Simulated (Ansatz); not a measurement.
**Pt: estimating a missing relative**

The calculation used DFT PBEsol, scalar-relativistic, plane waves, PAW in Ansatz 0.2.0. Settings: 420 eV cutoff, 18×18×18 k-mesh, Gaussian smearing of 0.10 eV, no spin polarisation.

Starting point, cell and atoms relaxed:

```cif
data_structure
_symmetry_space_group_name_H-M 'Fm-3m'
_symmetry_Int_Tables_number 225
_cell_length_a 3.9181
_cell_length_b 3.9181
_cell_length_c 3.9181
_cell_angle_alpha 90.000
_cell_angle_beta 90.000
_cell_angle_gamma 90.000
_cell_volume 60.15
loop_
_atom_site_label
_atom_site_type_symbol
_atom_site_symmetry_multiplicity
_atom_site_Wyckoff_symbol
_atom_site_fract_x
_atom_site_fract_y
_atom_site_fract_z
_atom_site_occupancy
Pt1 Pt 4 a 0.00000 0.00000 0.00000 1
```

The Pt site (1 of 1 atom in the primitive cell) was filled with other elements, and cell and atoms were relaxed; all kept the space group, which the relaxation cannot lower (axis ratios that it leaves free still change). L is the cube root of the primitive cell's volume, r the tabulated covalent radius (Cordero; sp³ for C, low spin for Mn, Fe and Co). The settings named are the parent's; mesh and smearing follow each cell, and collinear spin was used with Ni only.

Spin-orbit coupling is left out, which matters for the bands and energies of heavy elements.

```tsv
element	r (Å)	V (Å³/atom)	L (Å)	gap (eV)	ΔH_f (eV/atom)
Ni	1.24	10.38	2.182	metal	-0.001
Pt	1.36	15.04	2.468	metal	0.005
Au	1.36	17.03	2.573	metal	0.000
Ir	1.41	14.05	2.413	metal	0.002
```

Energies of formation count from the elements' standard states in the same functional (gases as molecules, bromine and mercury as crystals, carbon as graphite, phosphorus as black phosphorus), at zero temperature and without zero-point motion.

Q: Estimate the volume per atom with Pd (r = 1.39 Å) from a straight line of L against r. How good is the estimate?

A: Least squares gives L = 0.056 + 1.753 r (Å), with an rms miss of 0.092 Å, so L = 2.492 Å and V = L³/1 = 15.48 Å³/atom. The calculation gives 14.55 Å³/atom: the estimate is off by +6.4 % (0.051 Å in L), no more than the line's rms miss. One radius scale is a crude guide here: covalent radii are averages over molecular and coordination compounds and ignore charge transfer, moments and the kind of bonding, which can differ among these elements. Pd shares its group with Ni, Pt, so it has as many valence electrons, though the shells beneath differ.

Q: And its gap and formation energy?

A: Pd is a metal, with ΔH_f = 0.001 eV/atom, within the range of this series. That is zero within the method's error.